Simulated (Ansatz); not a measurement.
# All-electron card of Tc

```
CELL_PARAMETERS angstrom
0.00000 1.95000 1.95000
1.95000 0.00000 1.95000
1.95000 1.95000 0.00000
ATOMIC_POSITIONS crystal
Tc 0.00000 0.00000 0.00000
```

Conventional cell: a = 3.900 Å, b = 3.900 Å, c = 3.900 Å, α = 90.00°, β = 90.00°, γ = 90.00°. Tc (atom 1) has 12 Tc at 2.76 Å as nearest neighbours.

The cell comes from COD entry 1534910, which wasn't checked; take it as a given geometry.

Theory: Ansatz 0.2.0, DFT, PBE, all-electron LAPW, scalar-relativistic.

Numerical set-up: a Γ-centred 18×18×18 k mesh, Fermi–Dirac smearing of 0.03 eV, basis error target 0.25 meV/atom, no spin polarisation.

| Item | Value |
| --- | --- |
| Pressure at this cell | -6.22 GPa |
| Band gap | none: with an odd electron count and no spin polarisation the bands can't all be full, a metal in this set-up (spin order or a larger cell could open a gap) |
| Density of states at the Fermi level (0.2 eV bin) | 1.19 states/eV per cell |
| Volume per atom | 14.83 Å³ |
